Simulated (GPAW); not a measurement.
The system is CuI (Marshite).

```
I Cu
1.0
     0.00000    3.03150    3.03150
     3.03150    0.00000    3.03150
     3.03150    3.03150    0.00000
I Cu
1 1
Direct
  0.00000 0.00000 0.00000
  0.75000 0.75000 0.75000
```

Base run:

- Program: GPAW 26.7.0
- Functional: PBEsol
- Potentials or basis: PAW data sets generated in the run's folder for this functional
- Cutoff: 600 eV
- Basis: pw
- k mesh: 8 × 8 × 8
- Occupations: fermi-dirac, width 0.05 eV
- Spin: no spin polarisation

Its results: band gap on the k mesh 1.03 eV, direct; pressure -1.9 GPa.

Question: After a change of settings the same cell gave: band gap on the k mesh 0.83 eV, direct; pressure -1.9 GPa. Which change was it?
A. functional from PBEsol to BLYP
B. functional from PBEsol to r2SCAN; potentials or basis from PAW data sets generated in the run's folder for this functional to GPAW PAW data sets (gpaw-data 1.2.1)
C. k mesh from 8 × 8 × 8 to 6 × 6 × 6; spin from no spin polarisation to spin-orbit coupling, no magnetisation
D. functional from PBEsol to revPBE; potentials or basis from PAW data sets generated in the run's folder for this functional to the program's PAW data sets (release 1.2.1) made for this functional

Answer: C.

Caveats: spin-orbit coupling is left out, which moves the levels of the heavy elements (some runs); spin-orbit coupling was added after a scalar SCF, so levels and gaps hold it while energy, forces, pressure and moments don't (some runs); this program's spin-orbit splittings come out too wide for heavy elements (some runs).

Not every run made on this cell is shown here.
